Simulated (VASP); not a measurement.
Runs of VASP 6.6.1 on SnO. It takes space group P4/nmm (No. 129, tetragonal). The conventional cell has a = 3.814 Å, b = 3.814 Å, c = 4.887 Å, α = 90.00°, β = 90.00°, γ = 90.00°. Sn (site symmetry 4mm) has 4 O at 2.23 Å as nearest neighbours. Around O (site symmetry -4m2) lie 4 Sn at 2.23 Å. The cell is a database's computed one.

| task | level | cell | cutoff (eV) | smearing | gap on the mesh (eV) | pressure (GPa) | relaxed volume (Å³/atom) | largest force (eV/Å) |
| --- | --- | --- | --- | --- | --- | --- | --- | --- |
| relaxation of cell and atoms | BEEF-vdW | relaxed | 600 | fermi-dirac 0.05 eV | (a) | 0.0 | 19.74 | 0.01 |
| relaxation of cell and atoms | optB86b-vdW | relaxed | 600 | fermi-dirac 0.05 eV | 0.35 | 0.0 | 17.63 | - |
| relaxation of cell and atoms | rev-vdW-DF2 | relaxed | 600 | fermi-dirac 0.05 eV | 0.45 | 0.0 | 17.92 | - |
| relaxation of cell and atoms | vdW-DF2 | relaxed | 600 | fermi-dirac 0.05 eV | 1.42 | 0.0 | (b) | - |
| relaxation of cell and atoms | vdW-DF | relaxed | 600 | fermi-dirac 0.05 eV | 1.27 | 0.0 | 20.53 | 0.01 |
| single point | PBE | as given | 520 | gaussian 0.013 eV | 0.38 | 3.8 | - | 0.46 |
| relaxation of cell and atoms | optB88-vdW | relaxed | 600 | fermi-dirac 0.05 eV | 0.61 | 0.0 | 18.27 | 0.01 |

Alike in all rows: potentials or basis VASP PAW PBE potentials, release 64 (Sn_d, O); no spin polarisation; k mesh 7 × 7 × 6.

Problem. Fill in the values left out.

Solution. (a) 1.03; (b) 21.36.

Caveats: spin-orbit coupling is left out, which moves the levels of the heavy elements; an odd mesh through Γ misses points on the zone boundary, where band edges often lie; the PAW data sets were made with another functional, which shifts forces and pressure a little (some runs); the volume moved by over 15 % at a fixed basis, so the end points are rough (some runs).

A k mesh can miss the band edges, and the runs leave out spin-orbit coupling on Sn.
